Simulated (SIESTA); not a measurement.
SnTe:

```
Te Sn
1.0
     0.00000    3.15085    3.15085
     3.15085    0.00000    3.15085
     3.15085    3.15085    0.00000
Te Sn
1 1
Direct
  0.50000 0.50000 0.50000
  0.00000 0.00000 0.00000
```

| Item | Value |
| --- | --- |
| Program | SIESTA 5.4.2 |
| Task | relaxation of cell and atoms |
| Functional | PBE |
| Potentials or basis | PseudoDojo 0.4 standard (PBE files) |
| Basis | DZP (energy shift 0.003 Ry; two zetas on semicore shells) |
| Grid cutoff | 750 Ry |
| Energy shift | 0.003 Ry |
| k mesh | 5 × 5 × 5 |
| Occupations | fermi-dirac, width 0.05 eV |
| Spin | no spin polarisation |

At the start: pressure 2.9 GPa; volume 31.28 Å³/atom.

Where does the relaxation end?

Over 4 steps the energy falls by 16.4 meV/atom and the volume is 33.28 Å³/atom (+6.4 %); space group Fm-3m (No. 225, to 0.05 Å).

The path:
```
step  energy change (eV)  largest force (eV/Å)  pressure (GPa)  volume (Å³)
   1              0.0000                0.0000            2.86        62.56
   2             -0.0030                0.0000            2.72        62.74
   3             -0.0327                0.0000            0.17        66.25
   4             -0.0328                0.0000           -0.01        66.55
```

Final structure:
```
CELL_PARAMETERS angstrom
0.00033 3.21660 3.21660
3.21660 0.00033 3.21660
3.21660 3.21660 0.00033
ATOMIC_POSITIONS crystal
Te 0.50000 0.50000 0.50000
Sn 0.00000 0.00000 0.00000
```

Caveat: the basis of atomic orbitals isn't converged, which shifts pressures, moduli and gaps.
